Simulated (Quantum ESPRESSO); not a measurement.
**Pd: phonon spectrum and thermodynamics under several settings**

```xyz
1
Lattice="0.0000 1.9465 1.9465 1.9465 0.0000 1.9465 1.9465 1.9465 0.0000" Properties=species:S:1:pos:R:3 pbc="T T T"
Pd    0.0000    0.0000    0.0000
```

All runs used Quantum ESPRESSO 7.5; relaxed cell; no spin polarisation; cutoff 612 eV; occupations methfessel-paxton, width 0.272 eV; q mesh 4 × 4 × 4.

```tsv
level	potentials	k mesh (s: shifted)	volume (Å³/atom)	highest frequency (cm⁻¹)	zero-point energy (meV/atom)	entropy at room temperature (k_B/atom)
PBE	GBRV 1.5 PBE	8 × 8 × 8	?	?	?	?
PBEsol	GBRV 1.5 PBEsol	12 × 12 × 12	14.57	239	28.5	4.15
```

Task: What stands in the row left open?

Result: Volume 15.40 Å³/atom; highest frequency 219 cm⁻¹; zero-point energy 25.6 meV/atom; entropy at room temperature 4.47 k_B/atom.

Caveats: λ from interpolated matrix elements is rough: modes that symmetry makes equal can differ by tens of percent; the mesh is thin for the phonons of a metal (some runs).

For the row left open. Caveat: the k mesh is coarse; the mesh is thin for the phonons of a metal; λ from interpolated matrix elements is rough: modes that symmetry makes equal can differ by tens of percent.
